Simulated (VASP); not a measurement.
ZrS2:

```
Zr S
1.0
     3.69138    0.00000    0.00000
    -1.84569    3.19683    0.00000
     0.00000    0.00000    6.04108
Zr S
1 2
Direct
  0.00000 0.00000 0.00000
  0.66667 0.33333 0.76209
  0.33333 0.66667 0.23791
```

The cell is a database's computed one.

* Program: VASP 6.6.1
* Task: relaxation of cell and atoms
* Functional: PBE
* Dispersion: D3(BJ)
* Potentials or basis: VASP PAW PBE potentials, release 64 (Zr_sv, S)
* Cutoff: 600 eV
* k mesh: 9 × 9 × 5
* Occupations: gaussian, width 0.03 eV
* Spin: no spin polarisation

At the start: pressure -1.9 GPa; volume 23.76 Å³/atom.

Problem. How do energy, volume and symmetry change on relaxing?

Solution. Over 12 steps the energy falls by 13.6 meV/atom and the volume is 21.84 Å³/atom (-8.1 %); space group P-3m1 (No. 164, to 0.05 Å).

The path:
```csv
step,energy change (eV),largest force (eV/Å),pressure (GPa),volume (Å³)
1,0.0000,0.0633,-1.91,71.29
2,-0.0046,0.4994,1.84,68.40
3,-0.0109,0.3056,0.15,69.63
4,-0.0179,0.2029,0.02,69.18
5,-0.0218,0.0401,-0.18,68.48
6,-0.0279,0.0380,-0.13,67.81
7,-0.0396,0.0286,0.18,65.81
8,-0.0049,0.0661,1.74,61.81
9,-0.0399,0.0798,0.57,65.35
10,-0.0309,0.2838,-2.04,66.27
11,-0.0408,0.0047,-0.04,65.56
12,-0.0408,0.0023,-0.03,65.52
```

Final structure:
```xyz
3
Lattice="3.6352 0.0000 0.0000 -1.8176 3.1482 0.0000 0.0000 0.0000 5.7250" Properties=species:S:1:pos:R:3 pbc="T T T"
Zr    1.8176    3.1482    5.7250
S     1.8176    1.0494    4.2644
S     0.0000    2.0988    1.4606
```
